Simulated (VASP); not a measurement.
# KF (I4/mmm) in VASP: notebook

Runs on KF. Level: LDA. Tasks: single point.

Everything below comes from runs of VASP 6.6.1. Logs are shortened: lines on timing, memory, paths and dates and some standing lists are left out, and cuts for length are marked.

## Step 1: The cell of the first run

The structure is tetragonal, space group I4/mmm (No. 139). The conventional cell has a = 3.781 Å, b = 3.781 Å, c = 5.614 Å, α = 90.00°, β = 90.00°, γ = 90.00°. K (site symmetry 4/mmm) is surrounded by 6 F at 2.67 to 2.81 Å. F (site symmetry 4/mmm) has 6 K at 2.67 to 2.81 Å as nearest neighbours.

## Step 2: Single point, LDA (strain +0.000 along x and y, +0.050 along z, atoms carried along)

INCAR reads:

```
SYSTEM = KF
ALGO = Normal ; EDIFF = 1E-6
ENCUT = 520 ; GGA = CA
ISIF = 2 ; ISMEAR = 0
LASPH = .TRUE. ; LCHARG = .FALSE.
LREAL = .FALSE. ; LWAVE = .FALSE.
NBANDS = 15 ; NELM = 100
PREC = Accurate ; SIGMA = 0.05
```

KPOINTS reads:

```
k-points
0
G
  8 8 8
  0 0 0
```

POSCAR reads:

```
KF
1.0
    0.0000000000      2.6735000000      2.8071750000
    2.6735000000      0.0000000000      2.8071750000
    2.6735000000      2.6735000000      0.0000000000
K F
1 1
Direct
    0.0000000000      0.0000000000      0.0000000000
    0.5000000000      0.5000000000      0.5000000000
```

Potentials or basis: VASP PAW LDA potentials, release 64 (K_sv, F).

The run is started by

```bash
cat potpaw_LDA.64/K_sv/POTCAR potpaw_LDA.64/F/POTCAR > POTCAR
mpirun -np 1 vasp_std > vasp.out
```

OUTCAR:

```text
SYSTEM = KF
   EDIFF = 1E-6
   ENCUT = 520
   GGA = CA
   ISIF = 2
   ISMEAR = 0
   LASPH = .TRUE.
   LREAL = .FALSE.
   NELM = 100
   PREC = Accurate

 ion  position               nearest neighbor table
   1  0.000  0.000  0.000-   2 2.67   2 2.67   2 2.67   2 2.67   2 2.81   2 2.81
   2  0.500  0.500  0.500-   1 2.67   1 2.67   1 2.67   1 2.67   1 2.81   1 2.81

  LATTYP: Found a body centered tetragonal cell.
 ALAT       =     3.7808999590
 C/A-ratio  =     1.4849242405

  Lattice vectors:

 A1 = (  -2.6735000000,   0.0000000000,   2.8071750000)
 A2 = (   2.6735000000,   0.0000000000,   2.8071750000)
 A3 = (   0.0000000000,   2.6735000000,  -2.8071750000)

Analysis of symmetry for initial positions (statically):
=====================================================================
 Subroutine PRICEL returns:
 Original cell was already a primitive cell.

 Routine SETGRP: Setting up the symmetry group for a
 body centered tetragonal supercell.

 Subroutine GETGRP returns: Found 16 space group operations
 (whereof 16 operations were pure point group operations)
 out of a pool of 16 trial point group operations.

The static configuration has the point symmetry D_4h.

Analysis of symmetry for dynamics (positions and initial velocities):
=====================================================================
 Subroutine PRICEL returns:
 Original cell was already a primitive cell.

 Routine SETGRP: Setting up the symmetry group for a
 body centered tetragonal supercell.

 Subroutine GETGRP returns: Found 16 space group operations
 (whereof 16 operations were pure point group operations)
 out of a pool of 16 trial point group operations.

The dynamic configuration has the point symmetry D_4h.

 Subroutine INISYM returns: Found 16 space group operations
 (whereof 16 operations are pure point group operations),
 and found     1 'primitive' translations

----------------------------------------------------------------------------------------

                                     Primitive cell

  volume of cell :      40.1291

  direct lattice vectors                    reciprocal lattice vectors
     0.000000000  2.673500000  2.807175000    -0.187020759  0.187020759  0.178115009
     2.673500000  0.000000000  2.807175000     0.187020759 -0.187020759  0.178115009
     2.673500000  2.673500000  0.000000000     0.187020759  0.187020759 -0.178115009

  length of vectors
     3.876575000  3.876575000  3.780899959     0.318870640  0.318870640  0.318870640

  position of ions in fractional coordinates (direct lattice)
     0.000000000  0.000000000  0.000000000
     0.500000000  0.500000000  0.500000000

  ion indices of the primitive-cell ions
   primitive index   ion index
                 1           1
                 2           2

----------------------------------------------------------------------------------------

 KPOINTS: k-points

Automatic generation of k-mesh.
 Grid dimensions read from file:
 generate k-points for:    8    8    8

 Generating k-lattice:

  Cartesian coordinates                     Fractional coordinates (reciprocal lattice)
    -0.023377595  0.023377595  0.022264376     0.125000000  0.000000000  0.000000000
     0.023377595 -0.023377595  0.022264376     0.000000000  0.125000000  0.000000000
     0.023377595  0.023377595 -0.022264376     0.000000000  0.000000000  0.125000000

  Length of vectors
     0.039858830  0.039858830  0.039858830

  Shift w.r.t. Gamma in fractional coordinates (k-lattice)
     0.000000000  0.000000000  0.000000000

 Subroutine IBZKPT returns following result:
 ===========================================

 Found     59 irreducible k-points:

 Following reciprocal coordinates:
            Coordinates               Weight
  0.000000  0.000000  0.000000      1.000000
  0.125000 -0.000000  0.000000      8.000000
  0.250000 -0.000000  0.000000      8.000000
  0.375000 -0.000000  0.000000      8.000000
  0.500000 -0.000000  0.000000      4.000000
  0.125000  0.125000  0.000000      2.000000
[... 16 lines left out ...]
  0.250000  0.000000  0.125000     16.000000
  0.375000  0.000000  0.125000     16.000000
 [... further k-points ...]
   k-points           NKPTS =     59   k-points in BZ     NKDIM =     59   number of bands    NBANDS=     15
   number of dos      NEDOS =    301   number of ions     NIONS =      2
   total plane-waves  NPLWV =  25200
   dimension x,y,z NGX =    30 NGY =   30 NGZ =   28
   dimension x,y,z NGXF=    60 NGYF=   60 NGZF=   56
   ions per type =               1   1
   NGX,Y,Z   is equivalent  to a cutoff of  12.87, 12.87, 12.31 a.u.
   NGXF,Y,Z  is equivalent  to a cutoff of  25.73, 25.73, 24.62 a.u.
 SYSTEM =  KF
   PREC   = accura    normal or accurate (medium, high low for compatibility)
   ISTART =      0    job   : 0-new  1-cont  2-samecut
   ICHARG =      2    charge: 1-file 2-atom 10-const
   ISPIN  =      1    spin polarized calculation?
   LNONCOLLINEAR =      F non collinear calculations
   LSORBIT =      F    spin-orbit coupling
   LASPH  =      T    aspherical Exc in radial PAW
   ENCUT  =  520.0 eV  38.22 Ry    6.18 a.u.   7.21  7.21  7.03*2*pi/ulx,y,z
   NELM   =    100;   NELMIN=  2; NELMDL= -5     # of ELM steps
   EDIFF  = 0.1E-05   stopping-criterion for ELM
   LREAL  =      F    real-space projection
   EDIFFG = 0.1E-04   stopping-criterion for IOM
   NSW    =      0    number of steps for IOM
   IBRION =     -1    ionic relax: 0-MD 1-quasi-New 2-CG
   NFREE  =      0    steps in history (QN), initial steepest desc. (CG)
   ISIF   =      2    stress and relaxation
   ISYM   =      2    0-nonsym 1-usesym 2-fastsym
   POTIM  = 0.5000    time-step for ionic-motion
   TEBEG  =    0.0;   TEEND  =   0.0 temperature during run
   PSTRESS=    0.0 pullay stress
   NELECT =      16.0000    total number of electrons
   NUPDOWN=      -1.0000    fix difference up-down
   EMIN   =  10.00;   EMAX   =-10.00  energy-range for DOS
   EFERMI =   0.00;   METHOD = LEGACY
   ISMEAR =     0;   SIGMA  =   0.05  broadening in eV -4-tet -1-fermi 0-gaus
   EFERMI_NEDOS =   21; number of points for ismear=-14 and -15
   IALGO  =     38    algorithm
   IMIX   =      4    mixing-type and parameters
     AMIX     =   0.40;   BMIX     =  1.00
     AMIX_MAG =   1.60;   BMIX_MAG =  1.00
  volume/ion in A,a.u.               =      20.06       135.40
  Fermi-wavevector in a.u.,A,eV,Ry     =   1.204929  2.276986 19.753679  1.451854
  Thomas-Fermi vector in A             =   2.340640
   LORBIT       =      0    0 simple, 1 ext, 2 COOP (PROOUT), +10 PAW based schemes
   GGA     = CA    functional components
   LHFCALC =     F    Hartree Fock is set to
   AEXX    =    0.0000 exact exchange contribution
   IVDW    =     0    specifies the selected vdW correction
   LEPSILON=     F    determine dielectric tensor
   LRPA    =     F    only Hartree local field effects (RPA)
 non-spin polarized calculation
 Gauss-broadening in eV      SIGMA  =   0.05
  energy-cutoff  :      520.00
  volume of cell :       40.13
 maximum number of plane-waves:      1095
 NGX is ok and might be reduce to    30
   NGX = 15   NGY = 15   NGZ = 13

 number of electron      15.9999995 magnetization

 Free energy of the ion-electron system (eV)
  ---------------------------------------------------
  ext. energy  EPLUGINS =         0.00000000
  ---------------------------------------------------
  free energy    TOTEN  =        -8.98152140 eV

  energy without entropy =       -8.98152140  energy(sigma->0) =       -8.98152140

 E-fermi :  -3.0541     XC(G=0):  -8.8841

 val. band max:       -3.3418842748   @ k =   0.0000   0.0000   0.0000
 cond. band min:       2.1758372712   @ k =   0.0000   0.0000   0.0000
 fundamental gap:      5.5177215460
 Fermi energy:        -3.0541295157

 k-point     1 :       0.0000    0.0000    0.0000
  band No.  band energies     occupation
      1     -29.1249      2.00000
      2     -21.5541      2.00000
      3     -12.6452      2.00000
      4     -12.6289      2.00000
      5     -12.6289      2.00000
      6      -3.3956      2.00000
      7      -3.3419      2.00000
      8      -3.3419      2.00000
      9       2.1758      0.00000
     10       6.8378      0.00000
     11       7.1260      0.00000
     12       7.1260      0.00000
     13       8.4701      0.00000
     14       8.9188      0.00000
     15      12.7188      0.00000

 k-point     2 :       0.1250   -0.0000    0.0000
  band No.  band energies     occupation
      1     -29.1129      2.00000
      2     -21.5651      2.00000
      3     -12.6764      2.00000
      4     -12.6443      2.00000
      5     -12.6306      2.00000
      6      -3.5051      2.00000
      7      -3.4208      2.00000
      8      -3.3954      2.00000
      9       2.5977      0.00000
     10       6.7267      0.00000
     11       7.1619      0.00000
     12       7.3277      0.00000
     13       8.6086      0.00000
     14       9.0496      0.00000
     15      13.4878      0.00000

 k-point     3 :       0.2500   -0.0000    0.0000
  band No.  band energies     occupation
      1     -29.0836      2.00000
      2     -21.5919      2.00000
      3     -12.7677      2.00000
      4     -12.6647      2.00000
      5     -12.6348      2.00000
      6      -3.7991      2.00000
      7      -3.5341      2.00000
      8      -3.5220      2.00000
      9       3.6526      0.00000
     10       6.3359      0.00000
     11       7.6409      0.00000
     12       7.8386      0.00000
     13       9.0656      0.00000
     14       9.4483      0.00000
     15      14.5215      0.00000
[... 343 lines left out ...]
 k-point    23 :       0.2500    0.0000    0.1250
  band No.  band energies     occupation
      1     -29.0842      2.00000
      2     -21.5874      2.00000
      3     -12.7411      2.00000
      4     -12.6958      2.00000
      5     -12.6538      2.00000
      6      -3.8022      2.00000
      7      -3.4876      2.00000
      8      -3.4382      2.00000
      9       3.5118      0.00000
     10       6.0527      0.00000
     11       7.7710      0.00000
     12       7.9482      0.00000
     13       9.0100      0.00000
     14       9.2917      0.00000
     15      14.8617      0.00000

 k-point    24 :       0.3750    0.0000    0.1250
  band No.  band energies     occupation
      1     -29.0552      2.00000
      2     -21.6087      2.00000
      3     -12.8425      2.00000
      4     -12.7144      2.00000
      5     -12.6790      2.00000
      6      -3.9628      2.00000
      7      -3.6133      2.00000
      8      -3.5565      2.00000
      9       4.6390      0.00000
     10       5.9112      0.00000
     11       8.1745      0.00000
     12       8.3659      0.00000
     13       9.7202      0.00000
     14       9.9136      0.00000
     15      13.4147      0.00000

 [... further k-points ...]

------------------------ aborting loop because EDIFF is reached ----------------------------------------

  FORCE on cell =-STRESS in cart. coord.  units (eV):
  Direction    XX          YY          ZZ          XY          YZ          ZX
  --------------------------------------------------------------------------------------
  -------------------------------------------------------------------------------------
  Total       -0.9864079     -0.9864079     -1.3064672      0.0000000      0.0000000      0.0000000
  in kB      -39.3828597    -39.3828597    -52.1613987      0.0000000      0.0000000      0.0000000
  external PRESSURE =     -43.6423727 kB  Pullay stress =       0.0000000 kB

 VOLUME and BASIS-vectors are now :
 -----------------------------------------------------------------------------
  energy-cutoff  :      520.00
  volume of cell :       40.13
      direct lattice vectors                 reciprocal lattice vectors
     0.000000000  2.673500000  2.807175000    -0.187020759  0.187020759  0.178115009
     2.673500000  0.000000000  2.807175000     0.187020759 -0.187020759  0.178115009
     2.673500000  2.673500000  0.000000000     0.187020759  0.187020759 -0.178115009

 POSITION                                       TOTAL-FORCE (eV/Angst)
 -----------------------------------------------------------------------------------
      0.00000      0.00000      0.00000        -0.000000      0.000000      0.000000
      2.67350      2.67350      2.80717         0.000000     -0.000000     -0.000000
 -----------------------------------------------------------------------------------
    total drift:                                0.000000      0.000000      0.000000

  FREE ENERGIE OF THE ION-ELECTRON SYSTEM (eV)
  ---------------------------------------------------
  free  energy   TOTEN  =        -8.9815214038 eV

  energy  without entropy=       -8.9815214038  energy(sigma->0) =       -8.98152140
```

Wall time 32 s (1 thread of Intel Xeon Platinum 8488C (Sapphire Rapids), shared host); peak memory 0.16 GiB.

What came out:

| Property | Result |
| --- | --- |
| Free energy | -8.9815 eV |
| Pressure | -4.4 GPa |
| Band gap on the k mesh | 5.52 eV, direct |

(Part 1 of 2 ends here.)
